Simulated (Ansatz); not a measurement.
# C: band gap under strain

Aim: follow the gap of C (diamond) through these states: +0.6 % strain along z alone; +5.5 % equal strain in all directions. The table at the end shows which levels were run.

The runs shown are made with Ansatz 0.2.0. PAW datasets, plane waves. Calculated at 0 K for a non-magnetic cell.

### Step 1. The system as given

The unstrained cell was relaxed with r2SCAN; in each strained cell the atoms were relaxed again with r2SCAN. Names of k-points are those of the unstrained zone, where strain can split equivalent points. First state: +0.6 % strain along z alone.

It is tetragonal, I4_1/amd (No. 141); a = 2.517 Å, c = 3.583 Å in the conventional setting, 5.68 Å³ an atom. Near C stand 4 C at 1.54 Å.

The structure in full:

Space group I4_1/amd:1 (No. 141). a = 2.517 Å, b = 2.517 Å, c = 3.583 Å, α = 90.00°, β = 90.00°, γ = 90.00°
| atom | site | symmetry | x | y | z |
| --- | --- | --- | --- | --- | --- |
| C | 4a | -4m2 | 0.0000 | 0.0000 | 0.0000 |

### Step 2. +0.6 % strain along z alone: PBE

Contents of input.yaml:

```yaml
crystal:
  lattice:
    - [0.0, 1.7801241411, 1.7913389232]
    - [1.7801241411, 0.0, 1.7913389232]
    - [1.7801241411, 1.7801241411, 0.0]
  atoms:
    - { symbol: C, position: [0.0, 0.0, 0.0] }
    - { symbol: C, position: [0.25, 0.25, 0.25] }
kpoints:
  mp_grid: { grid: [12, 12, 12] }
  band_path:
    path:
      - [0.0, 0.0, 0.0]
      - [0.5, 0.0, 0.5]
      - [0.625, 0.25, 0.625]
      - [0.375, 0.375, 0.75]
      - [0.5, 0.5, 0.5]
      - [0.5, 0.25, 0.75]
      - [0.35, 0.0, 0.35]
    npoints: 1
hamiltonian:
  xc: pbe
scf:
  occupations: { method: fermi_dirac, width: 0.02 }
  n_extra_bands: 4
output:
  forces: true
  stress: true
  eigenvalues: true
```

The runs that follow: +0.6 % strain along z alone: r2SCAN; +0.6 % strain along z alone: HSE06; +5.5 % equal strain in all directions: PBE; +5.5 % equal strain in all directions: r2SCAN; +5.5 % equal strain in all directions: HSE06.

Q: Predict the outcome of this session.

**Answer**, as computed:

Least gap in eV (negative: overlap):

```
                                state   PBE  r2SCAN  HSE06
          +0.6 % strain along z alone  4.06    4.27   5.20
+5.5 % equal strain in all directions  3.81    4.00   4.91
```

**Reading.** Where both were run, the HSE06 gap lies +1.11 to +1.14 eV from PBE's, each on its own k points. In PBE the gap is least under +5.5 % equal strain in all directions (3.81 eV) and largest under +0.6 % strain along z alone (4.06 eV).
